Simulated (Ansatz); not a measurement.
Input of an Ansatz 0.2.0 run:

Contents of input.yaml:

```yaml
crystal:
  lattice:
    - [4.4620250523, 0.0, 0.0]
    - [-2.2310125262, 3.8642270477, 0.0]
    - [0.0, 0.0, 6.05529259]
  atoms:
    - { symbol: Ba, position: [0.3333333333, 0.6666666667, 0.25] }
    - { symbol: Ba, position: [0.6666666667, 0.3333333333, 0.75] }
    - { symbol: H, position: [0.0, 0.0, 0.0] }
    - { symbol: H, position: [0.0, 0.0, 0.5] }
    - { symbol: H, position: [0.6666666667, 0.3333333333, 0.25] }
    - { symbol: H, position: [0.3333333333, 0.6666666667, 0.75] }
hamiltonian:
  xc: pbesol
  pseudopotentials: { kind: paw }
  dispersion: d3bj
kpoints:
  mp_grid: { grid: [7, 7, 5] }
scf:
  occupations: { method: fermi_dirac, width: 0.05 }
output:
  forces: true
  stress: true
relax:
  f_tol: 0.01
  max_steps: 40
  cell: { stress_tol: 0.05 }
```

Potentials or basis: Ansatz PAW.

Command:

```sh
$ ansatz run input.yaml --threads 2 --pin off --max-ram 5632MiB --backend cpu --events-out ev --progress --plain --runs-dir out
```

Predict the relaxed volume.

15.32 Å³/atom.

Predict the band gap on the k mesh.

2.04 eV.

Estimate the space group after relaxing (to 0.05 Å).

P6_3/mmc (No. 194).

The path:
```csv
step,energy change (eV),largest force (eV/Å),volume (Å³)
1,0.0000,0.0000,104.41
2,-0.1411,0.0000,90.45
3,-0.1656,0.0000,92.45
4,-0.1667,0.0000,91.92
5,-0.1631,0.0000,91.92
```

Caveat: odd divisions of the mesh miss points on the zone boundary, where band edges often lie, so the gap on the mesh can be too wide; the plane-wave basis is chosen anew once the cell has moved, so the energies of steps on either side of that aren't comparable; spin-orbit coupling is left out, which moves the levels of the heavy elements; the PAW data sets come from PBE, with cores solved anew for the run's functional, which leaves a small shift of forces and pressure. A k mesh can miss the band edges.
